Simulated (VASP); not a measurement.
Input of a VASP 6.6.1 run:

The input INCAR:

```
PREC = Accurate
ENCUT = 520
EDIFF = 1E-6
ISMEAR = 0
SIGMA = 0.03
LREAL = False
LASPH = True
NELM = 80
ALGO = Normal
ISIF = 2
LWAVE = False
LCHARG = False
GGA = PE
KPAR = 4
```

File KPOINTS:

```
regular mesh
0
Gamma
  6 6 6
```

The input POSCAR:

```
GaP
1.0
    0.0000000000      2.7252500000      2.7252500000
    2.7252500000      0.0000000000      2.7252500000
    2.7252500000      2.7252500000      0.0000000000
Ga P
1 1
Direct
    0.0000000000      0.0000000000      0.0000000000
    0.2500000000      0.2500000000      0.2500000000
```

Potentials or basis: VASP PAW PBE potentials, release 64 (Ga_d, P).

Launch:

```bash
$ cat potpaw_PBE.64/Ga_d/POTCAR potpaw_PBE.64/P/POTCAR > POTCAR
$ mpirun -np 4 vasp_std > vasp.out
```

Problem. Estimate the band gap on the k mesh.

Solution. 1.65 eV, indirect (least direct gap 1.82 eV).

Problem. What does it give for the pressure?

Solution. 2.5 GPa.

**Measured values to compare with.**

“Stacking defects in GaP nanowires: Electronic structure and optical properties”, 2018, arxiv:1810.01194 quotes, for a bulk crystal of GaP at 10 K: band gap 2.34 eV (indirect).

Measured gap of GaP: 2.34 eV (indirect; 10 K; quoted in “Stacking defects in GaP nanowires: Electronic structure and optical properties”, 2018, arxiv:1810.01194). This calculation gives 1.65 eV (-0.69 eV). Spin-orbit coupling on Ga is left out. The value is that of PBE on a finite k mesh, which can miss the band edges, without temperature or zero-point motion. Semilocal functionals fall short of measured gaps as a rule.
